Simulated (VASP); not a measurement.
Write the native input for VASP 6.6.1 that does the following.

* Task: relaxation of cell and atoms
* Functional: r2SCAN
* Potentials or basis: VASP PAW PBE potentials, release 64 (Sb, Ga_d)
* Cutoff: 600 eV
* k mesh: 8 × 8 × 8
* Occupations: gaussian, width 0.05 eV
* Spin: no spin polarisation
* Further INCAR settings: ALGO = Normal; EDIFF = 1e-06; IBRION = 2; EDIFFG = -0.01; NSW = 40; ISIF = 3

The structure of GaSb lies in POSCAR:

```
GaSb
1.0
    0.0000000000      3.0590000000      3.0590000000
    3.0590000000      0.0000000000      3.0590000000
    3.0590000000      3.0590000000      0.0000000000
Sb Ga
1 1
Direct
    0.7500000000      0.7500000000      0.7500000000
    0.0000000000      0.0000000000      0.0000000000
```

These files were run (other wordings do the same):

INCAR

```
SYSTEM = GaSb
PREC = Accurate ; ENCUT = 600
EDIFF = 1E-6 ; ISMEAR = 0
SIGMA = 0.05 ; LREAL = .False.
LASPH = .True. ; NELM = 80
ALGO = Normal ; ISIF = 3
LWAVE = .False. ; LCHARG = .False.
METAGGA = R2SCAN ; LMIXTAU = .True.
IBRION = 2 ; NSW = 40
EDIFFG = -0.01
```

KPOINTS

```
Automatic mesh
0
Gamma
  8 8 8
  0 0 0
```

Potentials or basis: VASP PAW PBE potentials, release 64 (Sb, Ga_d).

Run with:

```bash
$ cat potpaw_PBE.64/Sb/POTCAR potpaw_PBE.64/Ga_d/POTCAR > POTCAR
$ mpirun -np 1 vasp_std > vasp.out
```

Results of the run:

```yaml
Relaxed_volume: 28.84 Å³/atom
Relaxed_cell: a = 4.337 Å, b = 4.337 Å, c = 4.337 Å, α = 60.00°, β = 60.00°, γ = 60.00°
Space_group_after_relaxing_to_0.05_Å: F-43m (No. 216)
Energy_gained_by_relaxing: 0.3 meV/atom
Ionic_steps: 3
Pressure_after_relaxing: 0.0 GPa
Band_gap_on_the_k_mesh: 0.39 eV, direct
```

Caveat: the PAW data sets were made with another functional, which shifts forces and pressure a little; spin-orbit coupling is left out, which moves the levels of the heavy elements.

Wall time 4.9 min on 1 thread of AMD EPYC 7R13 Processor (Zen 3), with other jobs on the host, peak memory 0.21 GiB.
